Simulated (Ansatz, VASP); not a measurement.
One calculation of Ag, two programs

```
CELL_PARAMETERS angstrom
2.94609 0.00000 0.00000
-1.47305 2.55139 0.00000
0.00000 0.00000 26.60493
ATOMIC_POSITIONS crystal
Ag 0.00000 0.00000 0.31949
Ag 0.66667 0.33333 0.40971
Ag 0.33333 0.66667 0.49868
Ag 0.66667 0.33333 0.58780
Ag 0.33333 0.66667 0.67795
```

Alike in both runs: functional PBE; k mesh 12 × 12 × 1; occupations gaussian, width 0.1 eV; no spin polarisation.

Ansatz relaxed the structure, and its values are those at the end. VASP's run is a single point on that final structure, the one shown.

```csv
,VASP,Ansatz
version,VASP 6.6.1,Ansatz 0.2.0
potentials or method,"VASP PAW PBE potentials, release 64 (Ag)","scalar-relativistic, plane waves, PAW"
plane-wave cutoff (eV),520,420
valence electrons in the cell,55,95
```

```tsv
	VASP	Ansatz	Ansatz less VASP
gap on the k mesh at the Fermi level (eV)	none	none	-
rms of the force components (eV/Å)	0.008	0.008	-0.0003
work function, face that differs most (eV)	4.44	4.44	+0.005
```

A gap of «none» marks a metal or a gap that the smearing closes. The two sets of potentials don't hold the same shells in valence.
